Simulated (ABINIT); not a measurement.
CuI (Marshite):

```
CELL_PARAMETERS angstrom
0.00000 3.03150 3.03150
3.03150 0.00000 3.03150
3.03150 3.03150 0.00000
ATOMIC_POSITIONS crystal
I 0.00000 0.00000 0.00000
Cu 0.75000 0.75000 0.75000
```

Base run:

| Quantity | Value |
| --- | --- |
| Program | ABINIT 10.8.3 (patched build) |
| Functional | PBEsol |
| Potentials or basis | JTH PAW PBE v2.0 |
| Cutoff | 544 eV |
| k mesh | 10 × 10 × 10 |
| Occupations | fermi-dirac, width 0.05 eV |
| Spin | no spin polarisation |

Its results: band gap on the k mesh 1.00 eV, direct.

Problem. The run is repeated on the same cell with these changes: functional from PBEsol to PBE. What comes out?

Solution. Band gap on the k mesh 1.11 eV, direct.

Caveats: spin-orbit coupling is left out, which moves the levels of the heavy elements.

